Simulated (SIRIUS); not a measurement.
Runs of SIRIUS 7.10.0 on CuO (Tenorite). Symmetry: Cc, No. 9, monoclinic system. Conventional cell: a = 4.689 Å, b = 3.427 Å, c = 5.132 Å, α = 90.00°, β = 99.65°, γ = 90.00°. Cu (site symmetry 1) has 4 O at 1.91 to 2.02 Å as nearest neighbours. O (site symmetry 1) has 4 Cu at 1.91 to 2.02 Å as nearest neighbours. 

```csv
potentials or basis,cutoff (eV),radial cutoff for the potentials' integrals,gap on the mesh (eV),pressure (GPa),largest force (eV/Å)
"in-house norm-conserving set, PBE (scalar relativistic)",1254,6.5 bohr,none,5.7,0.75
GBRV 1.5 PBE (ultrasoft),557,-,none,(a),0.77
SG15 1.2 PBE (norm-conserving),1254,6.5 bohr,none,5.8,0.75
PseudoDojo 0.5 PBE standard (scalar relativistic),1254,6.5 bohr,none,5.5,0.74
PseudoDojo 0.4 PBE stringent (scalar relativistic),1416,6.5 bohr,none,5.5,0.74
```

Alike in all rows: task single point; level PBE; no spin polarisation; cell as given; k mesh 5 × 5 × 3; smearing fermi-dirac 0.05 eV; the mesh is coarse, so values aren't converged.

Question: Fill in the values left out.

Answer: (a) 6.6.

Caveats: all runs use coarse meshes; the run has no spin polarisation, though such a crystal can be magnetic; semilocal functionals often make such compounds metallic where correlation or magnetic order opens a gap, which also shifts bond lengths.

A gap of «none» marks a metal or a gap under the smearing width.
